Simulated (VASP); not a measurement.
A run of VASP 6.6.1:

INCAR

```
SYSTEM = CsBr
PREC = Accurate
ENCUT = 520
EDIFF = 1E-6
ISMEAR = -1
SIGMA = 0.05
LREAL = .FALSE.
LASPH = .TRUE.
NELM = 100
ALGO = Normal
ISIF = 2
LWAVE = .FALSE.
LCHARG = .FALSE.
GGA = PE
NBANDS = 15
```

File KPOINTS:

```
regular mesh
0
G
  6 6 6
  0 0 0
```

File POSCAR:

```
CsBr
1.0
    4.3542695596      0.0000000000      0.0000000000
    0.0000000000      4.3542695596      0.0000000000
    0.0000000000      0.0000000000      4.3542695596
Cs Br
1 1
Direct
    0.0000000000      0.0000000000      0.0000000000
    0.5000000000      0.5000000000      0.5000000000
```

Potentials or basis: VASP PAW PBE potentials, release 64 (Cs_sv, Br).

Command:

```sh
$ cat potpaw_PBE.64/Cs_sv/POTCAR potpaw_PBE.64/Br/POTCAR > POTCAR
$ mpirun -np 1 vasp_std > vasp.out
```

Hardware: 1 thread of AMD EPYC 7R13 Processor (Zen 3), on a shared host.

**Question.** How long does it take, and how much memory?

**Answer.** Wall time 20 s on 1 thread of AMD EPYC 7R13 Processor (Zen 3) (shared host), peak memory 0.15 GiB. Counts: scf iterations 12, k points 20.
